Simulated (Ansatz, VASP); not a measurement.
**Two plane-wave programs on CaB12**

The input INCAR:

```
SYSTEM = CaB12
PREC = Accurate ; ENCUT = 600
EDIFF = 1E-6 ; ISMEAR = 0
SIGMA = 0.1 ; LREAL = .FALSE.
LASPH = .TRUE. ; NELM = 100
ALGO = Normal ; ISIF = 3
LWAVE = .FALSE. ; LCHARG = .FALSE.
GGA = PE ; IBRION = 2
NSW = 100 ; EDIFFG = -0.01
```

File KPOINTS:

```
regular mesh
0
G
  10 10 10
  0 0 0
```

The input POSCAR:

```
CaB12
1.0
   -3.0265183321      3.0265183321      3.0265183321
    3.0265183321     -3.0265183321      3.0265183321
    3.0265183321      3.0265183321     -3.0265183321
Ca B
1 12
Direct
    0.0000000000      0.0000000000      0.0000000000
    0.3008122206      0.6504061103      0.6504061103
    0.0000000000      0.6504061103      0.3495938897
    0.0000000000      0.3495938897      0.6504061103
    0.6991877794      0.3495938897      0.3495938897
    0.6504061103      0.3008122206      0.6504061103
    0.3495938897      0.0000000000      0.6504061103
    0.6504061103      0.0000000000      0.3495938897
    0.3495938897      0.6991877794      0.3495938897
    0.6504061103      0.6504061103      0.3008122206
    0.6504061103      0.3495938897      0.0000000000
    0.3495938897      0.6504061103      0.0000000000
    0.3495938897      0.3495938897      0.6991877794
```

Input for Ansatz:

```yaml
crystal:
  lattice:
    - [-3.0265183321, 3.0265183321, 3.0265183321]
    - [3.0265183321, -3.0265183321, 3.0265183321]
    - [3.0265183321, 3.0265183321, -3.0265183321]
  atoms:
    - { symbol: Ca, position: [0.0, 0.0, 0.0] }
    - { symbol: B, position: [0.3008122206, 0.6504061103, 0.6504061103] }
    - { symbol: B, position: [0.0, 0.6504061103, 0.3495938897] }
    - { symbol: B, position: [0.0, 0.3495938897, 0.6504061103] }
    - { symbol: B, position: [0.6991877794, 0.3495938897, 0.3495938897] }
    - { symbol: B, position: [0.6504061103, 0.3008122206, 0.6504061103] }
    - { symbol: B, position: [0.3495938897, 0.0, 0.6504061103] }
    - { symbol: B, position: [0.6504061103, 0.0, 0.3495938897] }
    - { symbol: B, position: [0.3495938897, 0.6991877794, 0.3495938897] }
    - { symbol: B, position: [0.6504061103, 0.6504061103, 0.3008122206] }
    - { symbol: B, position: [0.6504061103, 0.3495938897, 0.0] }
    - { symbol: B, position: [0.3495938897, 0.6504061103, 0.0] }
    - { symbol: B, position: [0.3495938897, 0.3495938897, 0.6991877794] }
basis:
  ecutwfc: 420
kpoints:
  mp_grid: { grid: [10, 10, 10] }
hamiltonian:
  xc: pbe
scf:
  occupations: { method: gaussian, width: 0.1 }
output:
  forces: true
  stress: true
  eigenvalues: true
relax:
  adjacent_minimum: "off"
  f_tol: 0.01
  max_steps: 80
  cell: { stress_tol: 0.05 }
```

Alike in both runs: task relaxation of cell and atoms; functional PBE; k mesh 10 × 10 × 10; occupations gaussian, width 0.1 eV; no spin polarisation.

|  | VASP | Ansatz |
| --- | --- | --- |
| version | VASP 6.6.1 | Ansatz 0.2.0 |
| potentials or method | VASP PAW PBE potentials, release 64 (Ca_sv, B) | scalar-relativistic, plane waves, PAW |
| plane-wave cutoff (eV) | 600 | 420 |
| valence electrons in the cell | 46 | 46 |

Ansatz gave:

```
gap on the k mesh at the Fermi level, each at its own relaxed structure (eV) : none
relaxed volume (Å³/atom)                                                     : 8.53
relaxed cell length with the largest relative difference (Å)                 : 5.242
```

Q: What did VASP give for the same quantities?

A: gap on the k mesh at the Fermi level, each at its own relaxed structure (eV): none; relaxed volume (Å³/atom): 8.53; relaxed cell length with the largest relative difference (Å): 5.241.

A gap of «none» marks a metal or a gap that the smearing closes.
